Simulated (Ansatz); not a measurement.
GaAs: equation of state with LDA

The system is GaAs.

```xyz
2
Lattice="0.0000 2.8268 2.8268 2.8268 0.0000 2.8268 2.8268 2.8268 0.0000" Properties=species:S:1:pos:R:3 pbc="T T T"
As    4.2403    4.2403    4.2403
Ga    0.0000    0.0000    0.0000
```

```json
{"Program": "Ansatz 0.2.0", "Task": "equation of state", "Functional": "LDA", "Potentials or basis": "PseudoDojo LDA", "Cutoff": "1088 eV", "Density cutoff": "4354 eV", "k mesh": "8 × 8 × 8", "Occupations": "fermi-dirac, width 0.05 eV", "Spin": "no spin polarisation"}
```

| Property | Result |
| --- | --- |
| Equilibrium volume | 21.96 Å³/atom |
| Bulk modulus | 74 GPa |
| Pressure derivative of the bulk modulus | 5.1 |

Energy against volume, from the lowest point:
```tsv
volume (Å³/atom)	energy (meV/atom)
21.234	5.72
21.686	0.54
22.138	0.00
22.590	3.61
23.041	10.84
23.493	21.26
23.945	34.51
```

All runs of the series together: 6.9 s on 2 threads of AMD EPYC 9R45 96-Core Processor (Zen 5) (shared host).

LDA usually gives volumes a few per cent too small. Zero-point motion and thermal expansion aren't in these numbers.
